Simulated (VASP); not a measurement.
# GaAs (F-43m) in VASP: settings compared

Aim: see how the results for GaAs move with the level of theory and the settings. Levels: LDA, PBE, r2SCAN. Tasks: single point.

Program: VASP 6.6.1. These are calculated values, not measurements. Logs are shortened: lines on timing, memory, paths and dates and some standing lists are left out, and cuts for length are marked.

**1. The structure**

It takes space group F-43m (No. 216, cubic). The conventional cell has a = 5.727 Å, b = 5.727 Å, c = 5.727 Å, α = 90.00°, β = 90.00°, γ = 90.00°. Ga (site symmetry -43m) has 4 As at 2.48 Å as nearest neighbours. As (site symmetry -43m) is surrounded by 4 Ga at 2.48 Å.

The cell was built by a generator and isn't the measured one.

**2. Single point, LDA, non-collinear spin, zero start, spin-orbit coupling**

The input, INCAR:

```
SYSTEM = GaAs
PREC = Accurate
ENCUT = 520
EDIFF = 1E-6
ISMEAR = 0
SIGMA = 0.02
LREAL = .False.
LASPH = .True.
NELM = 60
ALGO = Normal
ISIF = 2
LWAVE = .False.
LCHARG = .False.
LNONCOLLINEAR = .True.
MAGMOM = 0 0 0 0 0 0
LORBIT = 11
LSORBIT = .True.
GGA_COMPAT = .False.
NBANDS = 30
```

The input, KPOINTS:

```
regular mesh
0
Gamma
  8 8 8
  0 0 0
```

The input, POSCAR:

```
GaAs
1.0
    0.0000000000      2.8636950549      2.8636950549
    2.8636950549      0.0000000000      2.8636950549
    2.8636950549      2.8636950549      0.0000000000
Ga As
1 1
Direct
    0.0000000000      0.0000000000      0.0000000000
    0.2500000000      0.2500000000      0.2500000000
```

Potentials or basis: VASP PAW LDA potentials, release 64 (Ga_d, As).

Started as:

```bash
cat potpaw_LDA.64/Ga_d/POTCAR potpaw_LDA.64/As/POTCAR > POTCAR
mpirun -np 1 vasp_ncl > vasp.out
```

OUTCAR:

```text
SYSTEM = GaAs
   PREC = Accurate
   ENCUT = 520
   EDIFF = 1E-6
   ISMEAR = 0
   LREAL = .False.
   LASPH = .True.
   NELM = 60
   ISIF = 2
   LNONCOLLINEAR = .True.
   LORBIT = 11
   LSORBIT = .True.

 ion  position               nearest neighbor table
   1  0.000  0.000  0.000-   2 2.48   2 2.48   2 2.48   2 2.48
   2  0.250  0.250  0.250-   1 2.48   1 2.48   1 2.48   1 2.48

  LATTYP: Found a face centered cubic cell.
 ALAT       =     5.7273901098

  Lattice vectors:

 A1 = (   0.0000000000,   2.8636950549,   2.8636950549)
 A2 = (   2.8636950549,   0.0000000000,   2.8636950549)
 A3 = (   2.8636950549,   2.8636950549,   0.0000000000)

Analysis of symmetry for initial positions (statically):
=====================================================================
 Subroutine PRICEL returns:
 Original cell was already a primitive cell.

 Routine SETGRP: Setting up the symmetry group for a
 face centered cubic supercell.

 Subroutine GETGRP returns: Found 24 space group operations
 (whereof 24 operations were pure point group operations)
 out of a pool of 48 trial point group operations.

The static configuration has the point symmetry T_d .

Analysis of symmetry for dynamics (positions and initial velocities):
=====================================================================
 Subroutine PRICEL returns:
 Original cell was already a primitive cell.

 Routine SETGRP: Setting up the symmetry group for a
 face centered cubic supercell.

 Subroutine GETGRP returns: Found 24 space group operations
 (whereof 24 operations were pure point group operations)
 out of a pool of 48 trial point group operations.

The dynamic configuration has the point symmetry T_d .

Analysis of structural, dynamic, and magnetic symmetry:
=====================================================================
 Subroutine PRICEL returns:
 Original cell was already a primitive cell.

 Routine SETGRP: Setting up the symmetry group for a
 face centered cubic supercell.

 Subroutine GETGRP returns: Found 24 space group operations
 (whereof 24 operations were pure point group operations)
 out of a pool of 48 trial point group operations.

The overall configuration has the point symmetry T_d .

 Subroutine INISYM returns: Found 24 space group operations
 (whereof 24 operations are pure point group operations),
 and found     1 'primitive' translations

----------------------------------------------------------------------------------------

                                     Primitive cell

  volume of cell :      46.9689

  direct lattice vectors                    reciprocal lattice vectors
     0.000000000  2.863695055  2.863695055    -0.174599596  0.174599596  0.174599596
     2.863695055  0.000000000  2.863695055     0.174599596 -0.174599596  0.174599596
     2.863695055  2.863695055  0.000000000     0.174599596  0.174599596 -0.174599596

  length of vectors
     4.049876385  4.049876385  4.049876385     0.302415371  0.302415371  0.302415371

  position of ions in fractional coordinates (direct lattice)
     0.000000000  0.000000000  0.000000000
     0.250000000  0.250000000  0.250000000

  ion indices of the primitive-cell ions
   primitive index   ion index
                 1           1
                 2           2

----------------------------------------------------------------------------------------

 KPOINTS: regular mesh

Automatic generation of k-mesh.
 Grid dimensions read from file:
 generate k-points for:    8    8    8

 Generating k-lattice:

  Cartesian coordinates                     Fractional coordinates (reciprocal lattice)
    -0.021824950  0.021824950  0.021824950     0.125000000  0.000000000  0.000000000
     0.021824950 -0.021824950  0.021824950     0.000000000  0.125000000  0.000000000
     0.021824950  0.021824950 -0.021824950     0.000000000  0.000000000  0.125000000
[... 71 lines left out ...]
   EFERMI =   0.00;   METHOD = LEGACY
   ISMEAR =     0;   SIGMA  =   0.02  broadening in eV -4-tet -1-fermi 0-gaus
   EFERMI_NEDOS =   21; number of points for ismear=-14 and -15
   IALGO  =     38    algorithm
   IMIX   =      4    mixing-type and parameters
     AMIX     =   0.40;   BMIX     =  1.00
     AMIX_MAG =   1.60;   BMIX_MAG =  1.00
  volume/ion in A,a.u.               =      23.48       158.48
  Fermi-wavevector in a.u.,A,eV,Ry     =   1.189129  2.247128 19.239009  1.414027
  Thomas-Fermi vector in A             =   2.325243
   LORBIT       =     11    0 simple, 1 ext, 2 COOP (PROOUT), +10 PAW based schemes
   GGA     = CA    functional components
   LHFCALC =     F    Hartree Fock is set to
   AEXX    =    0.0000 exact exchange contribution
   IVDW    =     0    specifies the selected vdW correction
   LEPSILON=     F    determine dielectric tensor
   LRPA    =     F    only Hartree local field effects (RPA)
 Gauss-broadening in eV      SIGMA  =   0.02
  energy-cutoff  :      520.00
  volume of cell :       46.97
 maximum number of plane-waves:      2566
   NGX = 15   NGY = 15   NGZ = 15

 number of electron      17.9999984 magnetization       0.0000000      0.0000000      0.0000000

 number of electron      17.9999984 magnetization      -0.0000000     -0.0000000     -0.0000000

 number of electron      17.9999984 magnetization       0.0000000     -0.0000000      0.0000000

 Free energy of the ion-electron system (eV)
  ---------------------------------------------------
  ext. energy  EPLUGINS =         0.00000000
  ---------------------------------------------------
  free energy    TOTEN  =        -9.61911805 eV

  energy without entropy =       -9.61907397  energy(sigma->0) =       -9.61909601

 E-fermi :   3.5498     XC(G=0):  -9.7418

 val. band max:        3.5497828788   @ k =   0.0000   0.0000   0.0000
 cond. band min:       3.5497830434   @ k =   0.0000   0.0000   0.0000
 fundamental gap:      0.0000001646
 Fermi energy:         3.5497830079

 k-point     1 :       0.0000    0.0000    0.0000
  band No.  band energies     occupation
      1     -11.6710      1.00000
      2     -11.6710      1.00000
      3     -11.6710      1.00000
      4     -11.6710      1.00000
      5     -11.2410      1.00000
      6     -11.2410      1.00000
[... 781 lines left out ...]
     29      15.2293      0.00000
     30      15.2296      0.00000

 [... further k-points ...]
[... 5 lines left out ...]
  --------------------------------------------------------------------------------------
  -------------------------------------------------------------------------------------
  Total       -1.1484220     -1.1484220     -1.1484220      0.0000000      0.0000000     -0.0000000
  in kB      -39.1743488    -39.1743488    -39.1743488      0.0000000      0.0000000     -0.0000000
  external PRESSURE =     -39.1743488 kB  Pullay stress =       0.0000000 kB

 VOLUME and BASIS-vectors are now :
 -----------------------------------------------------------------------------
  energy-cutoff  :      520.00
  volume of cell :       46.97
      direct lattice vectors                 reciprocal lattice vectors
     0.000000000  2.863695055  2.863695055    -0.174599596  0.174599596  0.174599596
     2.863695055  0.000000000  2.863695055     0.174599596 -0.174599596  0.174599596
     2.863695055  2.863695055  0.000000000     0.174599596  0.174599596 -0.174599596

 POSITION                                       TOTAL-FORCE (eV/Angst)
 -----------------------------------------------------------------------------------
      0.00000      0.00000      0.00000         0.000000      0.000000      0.000000
      1.43185      1.43185      1.43185        -0.000000     -0.000000     -0.000000
 -----------------------------------------------------------------------------------
    total drift:                                0.000000      0.000000      0.000000

  FREE ENERGIE OF THE ION-ELECTRON SYSTEM (eV)
  ---------------------------------------------------
  free  energy   TOTEN  =        -9.6191180459 eV

  energy  without entropy=       -9.6190739679  energy(sigma->0) =       -9.61909601

 Spin-Orbit-Coupling matrix elements

 Ion:    1  E_soc:     -0.0122835
 l=   1
     0.0000000    -0.0012060    -0.0012060
    -0.0012060     0.0000000    -0.0012060
    -0.0012060    -0.0012060     0.0000000
 l=   2
     0.0000000    -0.0001652     0.0000000    -0.0001652    -0.0006761
    -0.0001652     0.0000000    -0.0005070    -0.0001652    -0.0001690
     0.0000000    -0.0005070     0.0000000    -0.0005070     0.0000000
    -0.0001652    -0.0001652    -0.0005070     0.0000000    -0.0001690
    -0.0006761    -0.0001690     0.0000000    -0.0001690     0.0000000
 l=   3
     0.0000000     0.0000000     0.0000000     0.0000000     0.0000000     0.0000000     0.0000000
     0.0000000     0.0000000     0.0000000     0.0000000     0.0000000     0.0000000     0.0000000
     0.0000000     0.0000000     0.0000000     0.0000000     0.0000000     0.0000000     0.0000000
     0.0000000     0.0000000     0.0000000     0.0000000     0.0000000     0.0000000     0.0000000
     0.0000000     0.0000000     0.0000000     0.0000000     0.0000000     0.0000000     0.0000000
     0.0000000     0.0000000     0.0000000     0.0000000     0.0000000     0.0000000     0.0000000
     0.0000000     0.0000000     0.0000000     0.0000000     0.0000000     0.0000000     0.0000000

 Ion:    2  E_soc:     -0.0261363
 l=   1
     0.0000000    -0.0043490    -0.0043490
    -0.0043490     0.0000000    -0.0043490
    -0.0043490    -0.0043490     0.0000000
 l=   2
     0.0000000    -0.0000034     0.0000000    -0.0000034    -0.0000037
    -0.0000034     0.0000000    -0.0000028    -0.0000034    -0.0000009
     0.0000000    -0.0000028     0.0000000    -0.0000028     0.0000000
    -0.0000034    -0.0000034    -0.0000028     0.0000000    -0.0000009
    -0.0000037    -0.0000009     0.0000000    -0.0000009     0.0000000
 l=   3
     0.0000000     0.0000000     0.0000000     0.0000000     0.0000000     0.0000000     0.0000000
     0.0000000     0.0000000     0.0000000     0.0000000     0.0000000     0.0000000     0.0000000
     0.0000000     0.0000000     0.0000000     0.0000000     0.0000000     0.0000000     0.0000000
     0.0000000     0.0000000     0.0000000     0.0000000     0.0000000     0.0000000     0.0000000
     0.0000000     0.0000000     0.0000000     0.0000000     0.0000000     0.0000000     0.0000000
     0.0000000     0.0000000     0.0000000     0.0000000     0.0000000     0.0000000     0.0000000
     0.0000000     0.0000000     0.0000000     0.0000000     0.0000000     0.0000000     0.0000000

 total charge

# of ion       s       p       d       tot
------------------------------------------
    1        0.896   0.768   9.986  11.650
    2        1.223   1.564   0.028   2.815
--------------------------------------------------
tot          2.119   2.332  10.014  14.465

 magnetization (x)

# of ion       s       p       d       tot
------------------------------------------
    1        0.000  -0.000   0.000  -0.000
    2        0.000  -0.000   0.000  -0.000
--------------------------------------------------
tot          0.000  -0.000   0.000  -0.000

 magnetization (y)

# of ion       s       p       d       tot
------------------------------------------
    1        0.000  -0.000   0.000  -0.000
    2       -0.000   0.000   0.000   0.000
--------------------------------------------------
tot          0.000  -0.000   0.000  -0.000

 magnetization (z)

# of ion       s       p       d       tot
------------------------------------------
    1        0.000  -0.000   0.000   0.000
    2       -0.000   0.000   0.000   0.000
--------------------------------------------------
tot          0.000   0.000   0.000   0.000
```

It took 83 s on 1 thread of Intel Xeon 6975P-C (Granite Rapids), shared host; peak memory 0.28 GiB.

What came out:

- Free energy: -9.6191 eV
- Pressure: -3.9 GPa
- Net moment: 0.00 μB per cell
- Valence electrons inside the program's atomic spheres: Ga 11.65; As 2.81

Moments on the atoms (μB; x, y, z):
```
Ga  0.00 0.00 0.00
As  0.00 0.00 0.00
```

**3. Single point, PBE, non-collinear spin, zero start, spin-orbit coupling**

Edit INCAR of step 2 so:

```diff
@@ -18,2 +18,3 @@
 GGA_COMPAT = .False.
+GGA = PE
 NBANDS = 30
```

KPOINTS is that of step 2.

POSCAR is that of step 2.

Potentials or basis: VASP PAW PBE potentials, release 64 (Ga_d, As).

Started as:

```bash
cat potpaw_PBE.64/Ga_d/POTCAR potpaw_PBE.64/As/POTCAR > POTCAR
mpirun -np 1 vasp_ncl > vasp.out
```

It took 2.1 min on 1 thread of Intel Xeon 6975P-C (Granite Rapids), shared host; peak memory 0.33 GiB.

The run converged. Its results:

| Property | Result |
| --- | --- |
| Free energy | -8.2879 eV |
| Pressure | 0.7 GPa |
| Net moment | 0.00 μB per cell |
| Valence electrons inside the program's atomic spheres | Ga 11.63; As 2.81 |

Moments on the atoms (μB; x, y, z):
```
Ga  0.00 0.00 0.00
As  0.00 0.00 0.00
```

**4. Single point, r2SCAN, non-collinear spin, zero start, spin-orbit coupling**

Edit INCAR of step 3 so:

```diff
@@ -13,3 +13,2 @@
 LCHARG = .False.
-LNONCOLLINEAR = .True.
 MAGMOM = 0 0 0 0 0 0
@@ -18,3 +17,4 @@
 GGA_COMPAT = .False.
-GGA = PE
+METAGGA = R2SCAN
+LMIXTAU = .True.
 NBANDS = 30
```

KPOINTS is that of step 3.

POSCAR is that of step 3.

Started as:

```bash
cat potpaw_PBE.64/Ga_d/POTCAR potpaw_PBE.64/As/POTCAR > POTCAR
mpirun -np 1 vasp_ncl > vasp.out
```

It took 13 min on 1 thread of Intel Xeon 6975P-C (Granite Rapids), shared host; peak memory 0.39 GiB.

The run converged. Its results:

```
Free energy                                           : -27.0604 eV
Pressure                                              : -2.1 GPa
Net moment                                            : 0.00 μB per cell
Valence electrons inside the program's atomic spheres : Ga 11.60; As 2.85
```

Moments on the atoms (μB; x, y, z):
```
Ga  0.00 0.00 0.00
As  0.00 0.00 0.00
```

Caveat: the PAW data sets were made with another functional, which shifts forces and pressure a little.

**5. The runs side by side**

| level | potentials or basis | pressure (GPa) | moment (μB) |
| --- | --- | --- | --- |
| LDA | VASP PAW LDA potentials, release 64 (Ga_d, As) | -3.9 | 0.00 |
| PBE | VASP PAW PBE potentials, release 64 (Ga_d, As) | 0.7 | 0.00 |
| r2SCAN | VASP PAW PBE potentials, release 64 (Ga_d, As) | -2.1 | 0.00 |

Alike in all rows: task single point; spin non-collinear, zero start, SOC; cell as given; k mesh 8 × 8 × 8; cutoff (eV) 520; smearing gaussian 0.02 eV.

Caveats: the PAW data sets were made with another functional, which shifts forces and pressure a little (some runs).

Absolute energies hang on the potentials; compare differences alone.
